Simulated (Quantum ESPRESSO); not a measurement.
A run of Quantum ESPRESSO 7.5:

File pw.in:

```
&CONTROL
  calculation = 'scf'
  prefix = 'pwscf'
  outdir = './tmp'
  pseudo_dir = './pseudo'
  tprnfor = .true.
  tstress = .true.
  disk_io = 'low'
/
&SYSTEM
  ibrav = 0
  A = 3.142383
  nat = 2
  ntyp = 2
  ecutwfc = 96
  nbnd = 20
  occupations = 'smearing'
  smearing = 'fd'
  degauss = 0.00367493
  nspin = 2
  starting_magnetization(1) = 0.2667
  starting_magnetization(2) = 0
/
&ELECTRONS
  conv_thr = 4d-10
  electron_maxstep = 120
  mixing_beta = 0.3
/
ATOMIC_SPECIES
Mn    54.9380 Mn.upf
O     15.9990 O.upf
CELL_PARAMETERS alat
   0.0000000000    0.7071067817    0.7071067817
   0.7071067817    0.0000000000    0.7071067817
   0.7071067817    0.7071067817    0.0000000000
ATOMIC_POSITIONS alat
Mn     0.0000000000    0.0000000000    0.0000000000
O      0.7071067817    0.7071067817    0.7071067817
K_POINTS automatic
4 4 4 1 1 1
```

The input relax.in:

```
&CONTROL
  calculation = 'vc-relax'
  prefix = 'pwscf'
  outdir = './tmp'
  pseudo_dir = './pseudo'
  tprnfor = .true.
  tstress = .true.
  disk_io = 'low'
  nstep = 40
  forc_conv_thr = 0.0001
  etot_conv_thr = 1d-06
/
&SYSTEM
  ibrav = 0
  A = 3.142383
  nat = 2
  ntyp = 2
  ecutwfc = 96
  nbnd = 20
  occupations = 'smearing'
  smearing = 'fd'
  degauss = 0.00367493
  nspin = 2
  starting_magnetization(1) = 0.2667
  starting_magnetization(2) = 0
/
&ELECTRONS
  conv_thr = 4d-10
  electron_maxstep = 120
  mixing_beta = 0.3
/
&IONS
  ion_dynamics = 'bfgs'
/
&CELL
  cell_dynamics = 'bfgs'
  press = 0
  press_conv_thr = 0.2
/
ATOMIC_SPECIES
Mn    54.9380 Mn.upf
O     15.9990 O.upf
CELL_PARAMETERS alat
   0.0000000000    0.7071067817    0.7071067817
   0.7071067817    0.0000000000    0.7071067817
   0.7071067817    0.7071067817    0.0000000000
ATOMIC_POSITIONS alat
Mn     0.0000000000    0.0000000000    0.0000000000
O      0.7071067817    0.7071067817    0.7071067817
K_POINTS automatic
4 4 4 1 1 1
```

File scf2.in:

```
&CONTROL
  calculation = 'scf'
  prefix = 'pwscf'
  outdir = './tmp'
  pseudo_dir = './pseudo'
  tprnfor = .true.
  tstress = .true.
  disk_io = 'low'
/
&SYSTEM
  ibrav = 0
  A = 3.15610647
  nat = 2
  ntyp = 2
  ecutwfc = 96
  nbnd = 20
  occupations = 'smearing'
  smearing = 'fd'
  degauss = 0.00367493
  nspin = 2
  starting_magnetization(1) = 0.2667
  starting_magnetization(2) = 0
/
&ELECTRONS
  conv_thr = 1d-13
  electron_maxstep = 120
  mixing_beta = 0.3
  startingpot = 'file'
  startingwfc = 'file'
/
ATOMIC_SPECIES
Mn    54.9380 Mn.upf
O     15.9990 O.upf
CELL_PARAMETERS alat
   0.0000000000    0.7071067807    0.7071067807
   0.7071067807    0.0000000000    0.7071067807
   0.7071067807    0.7071067807    0.0000000000
ATOMIC_POSITIONS alat
Mn     0.0000000000    0.0000000000    0.0000000000
O      0.7071067807    0.7071067807    0.7071067807
K_POINTS automatic
4 4 4 1 1 1
```

Contents of ph.in:

```
phonon_bands of MnO
&INPUTPH
  prefix = 'pwscf'
  outdir = './tmp'
  tr2_ph = 1d-18
  fildyn = 'dyn'
  niter_ph = 90
  alpha_mix(1) = 0.4
  ldisp = .true.
  nq1 = 2
  nq2 = 2
  nq3 = 2
/
```

File q2r.in:

```
&INPUT
  fildyn = 'dyn'
  zasr = 'crystal'
  flfrc = 'fc'
/
```

The input matdyn.in:

```
&INPUT
  asr = 'crystal'
  flfrc = 'fc'
  flfrq = 'freq'
  q_in_cryst_coord = .true.
  flvec = ' '
/
80
 0.0000000000  0.0000000000  0.0000000000
 0.0454545455  0.0000000000  0.0454545455
 0.0909090909  0.0000000000  0.0909090909
 0.1363636364  0.0000000000  0.1363636364
 0.1818181818  0.0000000000  0.1818181818
 0.2272727273  0.0000000000  0.2272727273
 0.2727272727  0.0000000000  0.2727272727
 0.3181818182  0.0000000000  0.3181818182
 0.3636363636  0.0000000000  0.3636363636
 0.4090909091  0.0000000000  0.4090909091
 0.4545454545  0.0000000000  0.4545454545
 0.5000000000  0.0000000000  0.5000000000
 0.5000000000  0.0500000000  0.5500000000
 0.5000000000  0.1000000000  0.6000000000
 0.5000000000  0.1500000000  0.6500000000
 0.5000000000  0.2000000000  0.7000000000
 0.5000000000  0.2500000000  0.7500000000
 0.4687500000  0.2812500000  0.7500000000
 0.4375000000  0.3125000000  0.7500000000
 0.4062500000  0.3437500000  0.7500000000
 0.3750000000  0.3750000000  0.7500000000
 0.3461538462  0.3461538462  0.6923076923
 0.3173076923  0.3173076923  0.6346153846
 0.2884615385  0.2884615385  0.5769230769
 0.2596153846  0.2596153846  0.5192307692
 0.2307692308  0.2307692308  0.4615384615
 0.2019230769  0.2019230769  0.4038461538
 0.1730769231  0.1730769231  0.3461538462
 0.1442307692  0.1442307692  0.2884615385
 0.1153846154  0.1153846154  0.2307692308
 0.0865384615  0.0865384615  0.1730769231
 0.0576923077  0.0576923077  0.1153846154
 0.0288461538  0.0288461538  0.0576923077
 0.0000000000  0.0000000000  0.0000000000
 0.0454545455  0.0454545455  0.0454545455
 0.0909090909  0.0909090909  0.0909090909
 0.1363636364  0.1363636364  0.1363636364
 0.1818181818  0.1818181818  0.1818181818
 0.2272727273  0.2272727273  0.2272727273
 0.2727272727  0.2727272727  0.2727272727
 0.3181818182  0.3181818182  0.3181818182
 0.3636363636  0.3636363636  0.3636363636
 0.4090909091  0.4090909091  0.4090909091
 0.4545454545  0.4545454545  0.4545454545
 0.5000000000  0.5000000000  0.5000000000
 0.5178571429  0.4642857143  0.5178571429
 0.5357142857  0.4285714286  0.5357142857
 0.5535714286  0.3928571429  0.5535714286
 0.5714285714  0.3571428571  0.5714285714
 0.5892857143  0.3214285714  0.5892857143
 0.6071428571  0.2857142857  0.6071428571
 0.6250000000  0.2500000000  0.6250000000
 0.5937500000  0.2500000000  0.6562500000
 0.5625000000  0.2500000000  0.6875000000
 0.5312500000  0.2500000000  0.7187500000
 0.5000000000  0.2500000000  0.7500000000
 0.5000000000  0.2750000000  0.7250000000
 0.5000000000  0.3000000000  0.7000000000
 0.5000000000  0.3250000000  0.6750000000
 0.5000000000  0.3500000000  0.6500000000
 0.5000000000  0.3750000000  0.6250000000
 0.5000000000  0.4000000000  0.6000000000
 0.5000000000  0.4250000000  0.5750000000
 0.5000000000  0.4500000000  0.5500000000
 0.5000000000  0.4750000000  0.5250000000
 0.5000000000  0.5000000000  0.5000000000
 0.4861111111  0.4861111111  0.5277777778
 0.4722222222  0.4722222222  0.5555555556
 0.4583333333  0.4583333333  0.5833333333
 0.4444444444  0.4444444444  0.6111111111
 0.4305555556  0.4305555556  0.6388888889
 0.4166666667  0.4166666667  0.6666666667
 0.4027777778  0.4027777778  0.6944444444
 0.3888888889  0.3888888889  0.7222222222
 0.3750000000  0.3750000000  0.7500000000
 0.6250000000  0.2500000000  0.6250000000
 0.5937500000  0.1875000000  0.5937500000
 0.5625000000  0.1250000000  0.5625000000
 0.5312500000  0.0625000000  0.5312500000
 0.5000000000  0.0000000000  0.5000000000
```

matdyn_dos.in

```
&INPUT
  asr = 'crystal'
  flfrc = 'fc'
  dos = .true.
  fldos = 'phdos'
  nk1 = 8
  nk2 = 8
  nk3 = 8
  deltaE = 1
  flvec = ' '
  flfrq = ' '
/
```

File matdyn_mesh.in:

```
&INPUT
  asr = 'crystal'
  flfrc = 'fc'
  flfrq = 'mesh'
  q_in_cryst_coord = .true.
  flvec = ' '
/
216
 0.08333333  0.08333333  0.08333333
 0.08333333  0.08333333  0.25000000
 0.08333333  0.08333333  0.41666667
[... 213 further points of the even 6 x 6 x 6 mesh, shifted by half a step ...]
```

Potentials or basis: PseudoDojo 0.4.1 SR PBE standard.

The run is started by

```console
$ OMP_NUM_THREADS=1 mpirun -n 4 pw.x -nk 2 -in pw.in > pw.out
$ OMP_NUM_THREADS=1 mpirun -n 4 pw.x -nk 2 -in relax.in > relax.out
$ OMP_NUM_THREADS=1 mpirun -n 4 pw.x -nk 2 -in scf2.in > scf2.out
$ OMP_NUM_THREADS=1 mpirun -n 4 ph.x -nk 2 -in ph.in > ph.out
$ OMP_NUM_THREADS=1 mpirun -n 1 q2r.x -in q2r.in > q2r.out
$ OMP_NUM_THREADS=1 mpirun -n 1 matdyn.x -in matdyn.in > matdyn.out
$ OMP_NUM_THREADS=1 mpirun -n 1 matdyn.x -in matdyn_dos.in > matdyn_dos.out
$ OMP_NUM_THREADS=1 mpirun -n 1 matdyn.x -in matdyn_mesh.in > matdyn_mesh.out
```

Hardware: 4 MPI ranks on Arm Neoverse V2, with other jobs on the host.

How long does it take, and how much memory?

Run time: 10 min on 4 MPI ranks on Arm Neoverse V2, on a shared host, peak memory 0.36 GiB a rank. Counts: scf iterations 73, k pools 2, bands 20, ion steps 5, k points 10, g dense 18883.
